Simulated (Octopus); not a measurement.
# Cs (Fm-3m) in Octopus: equation of state

How stiff is Cs in PBEsol, and what volume does it want? The cell is scaled to several volumes.

All numbers are computed with Octopus 16.4; they aren't measurements. Logs are shortened: lines on timing, memory, paths and dates and some standing lists are left out, and cuts for length are marked.

## (1) The structure

It takes space group Fm-3m (No. 225, cubic). Conventional cell: a = 7.897 Å, b = 7.897 Å, c = 7.897 Å, α = 90.00°, β = 90.00°, γ = 90.00°.

This isn't the form of Cs at room conditions, which is bcc.

## (2) Equation of state, PBEsol, 123.10 Å³/atom

Contents of inp:

```
CalculationMode = gs
UnitsOutput = eV_Angstrom
PeriodicDimensions = 3
ExperimentalFeatures = yes
PseudopotentialSet = pseudodojo_pbesol
%LatticeParameters
 1*angstrom | 1*angstrom | 1*angstrom
%
%LatticeVectors
 0 | 3.94833574 | 3.94833574
 3.94833574 | 0 | 3.94833574
 3.94833574 | 3.94833574 | 0
%
%ReducedCoordinates
 "Cs" | 0 | 0 | 0
%
%Spacing
 0.16920576*angstrom | 0.16920576*angstrom | 0.16920576*angstrom
%
DerivativesOrder = 8
%KPointsGrid
 6 | 6 | 6
%
KPointsUseSymmetries = yes
XCFunctional = gga_x_pbe_sol + gga_c_pbe_sol
SmearingFunction = fermi_dirac
Smearing = 0.05*eV
ExtraStates = 5
Eigensolver = chebyshev_filter
ConvRelDens = 3e-7
MaximumIter = 120
```

Potentials or basis: pseudodojo_pbesol (PseudoDojo 0.4, PBEsol).

On the command line:

```console
> OMP_NUM_THREADS=1 octopus > out.log
```

out.log:

```text
Running octopus

[... 13 lines left out ...]

Input: [AllElectronType = no]
Input: [PseudopotentialSet = pseudodojo_pbesol]
Reading Coordinates from ReducedCoordinates block

****************************** Species *******************************
  Species 'Cs'
    type             : pseudopotential
    file             : 'Cs.upf'
    file format      : UPF2
    valence charge   : 9.0
    atomic number    :  55
    form on file     : kleinman-bylander
    lmax             : 3
    llocal           : -1
    projectors per l : 2
    total projectors : 8
    application form : kleinman-bylander
    orbitals         :  5
    bound orbitals   :  5

**********************************************************************

***************************** Symmetries *****************************
Space group No.  225
International: Fm-3m
Schoenflies: Oh^5
Info: The system has    48 symmorphic symmetries that can be used.
  Index                Rotation matrix                      Fractional translations
    1 :     1   0   0     0   1   0     0   0   1      0.000000    0.000000    0.000000
    2 :    -1   0   0     0  -1   0     0   0  -1      0.000000    0.000000    0.000000
    3 :     1   0  -1     1   0   0     1  -1   0      0.000000    0.000000    0.000000
    4 :    -1   0   1    -1   0   0    -1   1   0      0.000000    0.000000    0.000000
    5 :     0   1  -1     1   0  -1     0   0  -1      0.000000    0.000000    0.000000
    6 :     0  -1   1    -1   0   1     0   0   1      0.000000    0.000000    0.000000
[... 40 lines left out ...]
   47 :     0   1  -1    -1   1   0     0   1   0      0.000000    0.000000    0.000000
   48 :     0  -1   1     1  -1   0     0  -1   0      0.000000    0.000000    0.000000
Info: The system also has     0 nonsymmorphic symmetries (not used for electrons).
**********************************************************************

Input: [CurvMethod = curv_affine]
Input: [DerivativesStencil = stencil_stargeneral]

****************************** Lattice *******************************
  Lattice Vectors [A]
    0.000000    3.948336    3.948336
    3.948336    0.000000    3.948336
    3.948336    3.948336    0.000000
  Cell volume =           123.1040 [A^3]
  Reciprocal-Lattice Vectors [A^-1]
   -0.795675    0.795675    0.795675
    0.795675   -0.795675    0.795675
    0.795675    0.795675   -0.795675
  Cell angles [degree]
    alpha =   60.000
    beta  =   60.000
    gamma =   60.000
**********************************************************************

Checking if the generated full k-point grid is symmetric

    16 k-points generated from parameters :
 ---------------------------------------------------
    n =    6    6    6

    s1  =  0.00  0.00  0.00

   index |      weight  |             coordinates              |
       1 |     0.004630 |    0.000000    0.000000    0.000000  |
       2 |     0.037037 |    0.166667    0.000000    0.000000  |
       3 |     0.027778 |    0.166667    0.166667    0.000000  |
       4 |     0.055556 |   -0.166667    0.166667    0.000000  |
       5 |     0.111111 |   -0.166667    0.166667    0.166667  |
       6 |     0.037037 |    0.333333    0.000000    0.000000  |
[... 8 lines left out ...]
      15 |     0.055556 |   -0.333333    0.500000    0.166667  |
      16 |     0.013889 |    0.500000    0.500000    0.000000  |

[... 33 lines left out ...]
  Correlation
    Perdew, Burke & Ernzerhof SOL (GGA)
    [1] J. P. Perdew, A. Ruzsinszky, G. I. Csonka, O. A. Vydrov, G. E. Scuseria, L. A. Constantin, X. Zhou, and K. Burke.,  Phys. Rev. Lett. 100, 136406 (2008)

**********************************************************************
[... 5 lines left out ...]
**********************************************************************

Info: FFT grid dimensions       = 33 x 33 x 33
      Total grid size           = 35937 (      0.3 MiB )
      Inefficient FFT grid. A better grid would be: 36 36 36
Input: [FilterPotentials = filter_TS]
Info: Pseudopotential for Cs
  Radii for localized parts:
    local part     =  2.1 A
    non-local part =  1.6 A
    orbitals       =  8.7 A

Input: [RelativisticCorrection = non_relativistic]
[... 10 lines left out ...]
      Block       1 contains       4 states:       1 -       4
      Block       2 contains       4 states:       5 -       8
      Block       3 contains       2 states:       9 -      10
Info: Ground-state allocation done.
Info: Could not find 'restart/gs' directory for restart.
[... 18 lines left out ...]
** Warning:
**   Cannot do LCAO for all states because there are not enough atomic orbitals.
**   Required: 10. Available: 5. 5 orbitals will be randomized.

Info: Unnormalized total charge =      9.949724
Info: Renormalized total charge =      9.000000
Info: Setting up Hamiltonian.
Info: Performing initial LCAO calculation with      5 orbitals.
Info: Getting Hamiltonian matrix elements.

Eigenvalues [eV]
 #st  Spin   Eigenvalue      Occupation
#k =       1, k = (  0.000000,  0.000000,  0.000000)
   1   --   -25.811164       2.000000
   2   --   -11.999198       2.000000
   3   --   -11.999198       2.000000
   4   --   -11.966281       2.000000
   5   --    -0.726760       2.000000
#k =       2, k = (  0.166667,  0.000000,  0.000000)
   1   --   -25.793590       2.000000
   2   --   -11.763391       2.000000
   3   --   -11.734867       2.000000
   4   --   -11.591490       2.000000
   5   --    -0.475772       2.000000
[... 14 further k-points ...]
Fermi energy =     1.044511 eV
Generating random wavefunctions for states        6 and above
Orthogonalizing wavefunctions.
Info: Ground-state restart information will be written to 'restart/gs'.
Info: SCF using complex wavefunctions.
Info: Starting SCF iteration.

** Warning:
**   Symmetrization discrepancy ratio (scalar) =  1.02804E-02

*********************** SCF CYCLE ITER #    1 ************************
 etot  = -6.68480300E+02 abs_ev   =  1.38E+01 rel_ev   =  1.11E-01
 ediff =        2.46E+01 abs_dens =  3.90E+00 rel_dens =  4.34E-01
Matrix vector products: 400
Converged eigenvectors: 0

#  State  KPoint  Eigenvalue [eV]  Occupation    Error
      1       1      -25.838340    2.000000   ( 9.5E-06)
      1       2      -25.837683    2.000000   ( 3.3E-05)
      1       3      -25.837468    2.000000   ( 4.1E-05)
      1       4      -25.836805    2.000000   ( 1.3E-04)
      1       5      -25.836369    2.000000   ( 7.1E-05)
      1       6      -25.836367    2.000000   ( 1.7E-04)
      1      10      -25.835725    2.000000   ( 1.6E-04)
      1       7      -25.835711    2.000000   ( 1.7E-04)
[... 23 lines left out ...]
     10       7        6.370085    0.000000   ( 6.8E-02)
     10      10        6.428552    0.000000   ( 1.0E-01)
     10      11        6.490231    0.000000   ( 1.1E-01)
      9       1        6.500243    0.000000   ( 1.0E-01)
     10       9        6.620752    0.000000   ( 1.1E-01)
     10       2        6.710759    0.000000   ( 9.0E-02)
     10       3        6.993090    0.000000   ( 7.3E-02)
     10       1        7.672204    0.000000   ( 9.0E-02)

Density of states:

----------------------------%-----------------------------------------
----------------------------%-----------------------------------------
----------------------------%-----------------------------------------
----------------------------%-----------------------------------------
----------------------------%-----------------------------------------
----------------------------%-----------------------------------------
----------------------------%-----------------------------------------
%---------------------------%------------------------------%----------
%---------------------------%----------------------------%%%%%%-------
%---------------------------%------------------------%-%%%%%%%%%%-%%--
                                                       ^

Fermi energy =     0.758218 eV

**********************************************************************

** Warning:
**   Symmetrization discrepancy ratio (scalar) =  9.44030E-03

*********************** SCF CYCLE ITER #    2 ************************
 etot  = -6.53857601E+02 abs_ev   =  9.85E+00 rel_ev   =  8.64E-02
 ediff =        5.37E-01 abs_dens =  2.26E-01 rel_dens =  2.51E-02
Matrix vector products: 400
Converged eigenvectors: 0
[... 199 lines left out ...]
*********************** SCF CYCLE ITER #   19 ************************
 etot  = -6.35948903E+02 abs_ev   =  3.15E-07 rel_ev   =  3.09E-09
 ediff =        4.11E-07 abs_dens =  8.74E-07 rel_dens =  9.71E-08
Matrix vector products: 400
Converged eigenvectors: 16

#  State  KPoint  Eigenvalue [eV]  Occupation    Error
      1       1      -22.732470    2.000000   ( 2.3E-08)
      1       2      -22.731398    2.000000   ( 1.5E-08)
      1       3      -22.731041    2.000000   ( 1.5E-08)
      1       4      -22.729967    2.000000   ( 1.5E-08)
      1       5      -22.729253    2.000000   ( 1.5E-08)
      1       6      -22.729250    2.000000   ( 1.5E-08)
      1      10      -22.728185    2.000000   ( 2.1E-08)
      1       7      -22.728179    2.000000   ( 2.0E-08)
[... 23 lines left out ...]
     10      16        5.310083    0.000000   ( 7.6E-03)
      9      12        5.373735    0.000000   ( 4.2E-03)
     10       9        5.415222    0.000000   ( 7.1E-03)
     10       8        5.426854    0.000000   ( 3.9E-03)
     10      12        5.459812    0.000000   ( 3.8E-03)
     10      13        5.466485    0.000000   ( 4.2E-03)
     10      14        5.477477    0.000000   ( 4.5E-03)
     10      15        5.548717    0.000000   ( 5.0E-03)

Density of states:

--------------------------------%-------------------------------------
--------------------------------%-------------------------------------
--------------------------------%-------------------------------------
--------------------------------%-------------------------------------
--------------------------------%-------------------------------------
--------------------------------%-------------------------------------
--------------------------------%-------------------------------------
%-------------------------------%-------------------------------------
%-------------------------------%---------------------------%%%-%%%%-%
%-------------------------------%------------------------%%%%%%%%%%%%%
                                                          ^

Fermi energy =     1.137928 eV

**********************************************************************

Info: SCF converged in   19 iterations

** Warning:
**   Some of the states are not fully converged!

Info: Number of matrix-vector products:       7600
Info: Finished writing information to 'restart/gs'.

Octopus emitted 22 warnings.
```

Run time: 2.2 min. Hardware: 1 thread of Arm Neoverse V2, shared host; peak memory 0.41 GiB.

What came out:

* Free energy: -635.9628 eV
* Band gap on the k mesh: none (metal or under the smearing width)

## (3) Equation of state, PBEsol, 120.64 Å³/atom (volume scaled by 0.98)

inp, as its differences from that of step 2:

```diff
@@ -9,5 +9,5 @@
 %LatticeVectors
- 0 | 3.94833574 | 3.94833574
- 3.94833574 | 0 | 3.94833574
- 3.94833574 | 3.94833574 | 0
+ 0 | 3.921836044 | 3.921836044
+ 3.921836044 | 0 | 3.921836044
+ 3.921836044 | 3.921836044 | 0
 %
@@ -17,3 +17,3 @@
 %Spacing
- 0.16920576*angstrom | 0.16920576*angstrom | 0.16920576*angstrom
+ 0.16807011*angstrom | 0.16807011*angstrom | 0.16807011*angstrom
 %
@@ -31 +31,6 @@
 MaximumIter = 120
+%Output
+ density | cube
+ elf | cube
+ potential | cube
+%
```

Potentials or basis: pseudodojo_pbesol (PseudoDojo 0.4, PBEsol).

On the command line:

```console
> OMP_NUM_THREADS=1 octopus > out.log
```

It took 2.1 min on 1 thread of Arm Neoverse V2, shared host; peak memory 0.42 GiB.

It converged, with:

* Free energy: -635.9641 eV
* Band gap on the k mesh: none (metal or under the smearing width)

## (4) Equation of state, PBEsol, 125.57 Å³/atom (volume scaled by 1.02)

inp, as its differences from that of step 3:

```diff
@@ -9,5 +9,5 @@
 %LatticeVectors
- 0 | 3.921836044 | 3.921836044
- 3.921836044 | 0 | 3.921836044
- 3.921836044 | 3.921836044 | 0
+ 0 | 3.9744844209 | 3.9744844209
+ 3.9744844209 | 0 | 3.9744844209
+ 3.9744844209 | 3.9744844209 | 0
 %
@@ -17,3 +17,3 @@
 %Spacing
- 0.16807011*angstrom | 0.16807011*angstrom | 0.16807011*angstrom
+ 0.17032636*angstrom | 0.17032636*angstrom | 0.17032636*angstrom
 %
@@ -31,6 +31 @@
 MaximumIter = 120
-%Output
- density | cube
- elf | cube
- potential | cube
-%
```

On the command line:

```console
> OMP_NUM_THREADS=1 octopus > out.log
```

Wall time 2.2 min (1 thread of Arm Neoverse V2, shared host); peak memory 0.41 GiB.

Results (log left out):

| Item | Value |
| --- | --- |
| Free energy | -635.9588 eV |
| Band gap on the k mesh | none (metal or under the smearing width) |

## (5) Equation of state, PBEsol, 118.18 Å³/atom (volume scaled by 0.96)

inp, as its differences from that of step 4:

```diff
@@ -9,5 +9,5 @@
 %LatticeVectors
- 0 | 3.9744844209 | 3.9744844209
- 3.9744844209 | 0 | 3.9744844209
- 3.9744844209 | 3.9744844209 | 0
+ 0 | 3.8949733102 | 3.8949733102
+ 3.8949733102 | 0 | 3.8949733102
+ 3.8949733102 | 3.8949733102 | 0
 %
@@ -17,3 +17,3 @@
 %Spacing
- 0.17032636*angstrom | 0.17032636*angstrom | 0.17032636*angstrom
+ 0.16691891*angstrom | 0.16691891*angstrom | 0.16691891*angstrom
 %
```

On the command line:

```console
> OMP_NUM_THREADS=1 octopus > out.log
```

It took 2.5 min on 1 thread of Arm Neoverse V2, shared host; peak memory 0.42 GiB.

It converged, with:

```
Free energy            : -635.9623 eV
Band gap on the k mesh : none (metal or under the smearing width)
```

## (6) Equation of state, PBEsol, 128.03 Å³/atom (volume scaled by 1.04)

inp, as its differences from that of step 5:

```diff
@@ -9,5 +9,5 @@
 %LatticeVectors
- 0 | 3.8949733102 | 3.8949733102
- 3.8949733102 | 0 | 3.8949733102
- 3.8949733102 | 3.8949733102 | 0
+ 0 | 4.0002934844 | 4.0002934844
+ 4.0002934844 | 0 | 4.0002934844
+ 4.0002934844 | 4.0002934844 | 0
 %
@@ -17,3 +17,3 @@
 %Spacing
- 0.16691891*angstrom | 0.16691891*angstrom | 0.16691891*angstrom
+ 0.17143240*angstrom | 0.17143240*angstrom | 0.17143240*angstrom
 %
```

Potentials or basis: pseudodojo_pbesol (PseudoDojo 0.4, PBEsol).

On the command line:

```console
> OMP_NUM_THREADS=1 octopus > out.log
```

It took 2.3 min on 1 thread of Arm Neoverse V2, shared host; peak memory 0.41 GiB.

It converged, with:

```yaml
Free_energy: -635.9518 eV
Band_gap_on_the_k_mesh: none (metal or under the smearing width)
```

## (7) Equation of state, PBEsol, 115.72 Å³/atom (volume scaled by 0.94)

inp, as its differences from that of step 6:

```diff
@@ -9,5 +9,5 @@
 %LatticeVectors
- 0 | 4.0002934844 | 4.0002934844
- 4.0002934844 | 0 | 4.0002934844
- 4.0002934844 | 4.0002934844 | 0
+ 0 | 3.8677348434 | 3.8677348434
+ 3.8677348434 | 0 | 3.8677348434
+ 3.8677348434 | 3.8677348434 | 0
 %
@@ -17,3 +17,3 @@
 %Spacing
- 0.17143240*angstrom | 0.17143240*angstrom | 0.17143240*angstrom
+ 0.16575161*angstrom | 0.16575161*angstrom | 0.16575161*angstrom
 %
```

On the command line:

```console
> OMP_NUM_THREADS=1 octopus > out.log
```

Run time: 2.6 min. Hardware: 1 thread of Arm Neoverse V2, shared host; peak memory 0.42 GiB.

It converged, with:

```
Free energy            : -635.9594 eV
Band gap on the k mesh : none (metal or under the smearing width)
```

## (8) Equation of state, PBEsol, 130.49 Å³/atom (volume scaled by 1.06)

inp, as its differences from that of step 7:

```diff
@@ -9,5 +9,5 @@
 %LatticeVectors
- 0 | 3.8677348434 | 3.8677348434
- 3.8677348434 | 0 | 3.8677348434
- 3.8677348434 | 3.8677348434 | 0
+ 0 | 4.0257737477 | 4.0257737477
+ 4.0257737477 | 0 | 4.0257737477
+ 4.0257737477 | 4.0257737477 | 0
 %
@@ -17,3 +17,3 @@
 %Spacing
- 0.16575161*angstrom | 0.16575161*angstrom | 0.16575161*angstrom
+ 0.17252436*angstrom | 0.17252436*angstrom | 0.17252436*angstrom
 %
```

On the command line:

```console
> OMP_NUM_THREADS=1 octopus > out.log
```

It took 2.7 min on 1 thread of Arm Neoverse V2, shared host; peak memory 0.41 GiB.

It converged, with:

| Property | Result |
| --- | --- |
| Free energy | -635.9427 eV |
| Band gap on the k mesh | none (metal or under the smearing width) |

## (9) Equation of state, PBEsol

Potentials or basis: pseudodojo_pbesol (PseudoDojo 0.4, PBEsol).

This step only gathers the single runs of the series.

Results:

| Quantity | Value |
| --- | --- |
| Equilibrium volume | 120.66 Å³/atom (rough: see the caveat) |
| Bulk modulus | 7.9 GPa (rough) |

Energy against volume, from the lowest point:
| volume (Å³/atom) | energy (meV/atom) |
| --- | --- |
| 115.718 | 4.68 |
| 118.180 | 1.77 |
| 120.642 | 0.00 |
| 123.104 | 1.26 |
| 125.566 | 5.33 |
| 128.028 | 12.27 |
| 130.490 | 21.39 |

Caveat: the fit is doubtful: noisy points or a state that changes with volume; the number of grid points is fixed, so the spacing changes with the cell, which shifts volumes and moduli. Spin-orbit coupling is left out, which matters for the levels of Cs.
